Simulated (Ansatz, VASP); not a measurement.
NaH: VASP beside Ansatz

```
Na H
1.0
     2.92557    0.00000    0.00000
     0.00000    2.92557    0.00000
     0.00000    0.00000    3.01512
Na H
1 1
Direct
  0.00000 0.00000 0.00000
  0.50000 0.50000 0.50000
```

The cell comes from a database or a generator and needn't be the stable form of this composition.

Alike in both runs: task single point; functional LDA; k mesh 6 × 6 × 6; occupations gaussian, width 0.02 eV; no spin polarisation.

|  | VASP | Ansatz |
| --- | --- | --- |
| version | VASP 6.6.1 | Ansatz 0.2.0 |
| potentials or method | VASP PAW LDA potentials, release 64 (Na_pv, H) | plane waves, PAW |
| plane-wave cutoff (eV) | 520 | 422 |
| valence electrons in the cell | 8 | 10 |

```tsv
	VASP	Ansatz	Ansatz less VASP
pressure (GPa)	-2.1	-2.0	+0.05
largest component of the traceless stress (GPa)	2.25	2.25	-0.001
```

The two sets of potentials don't hold the same shells in valence.
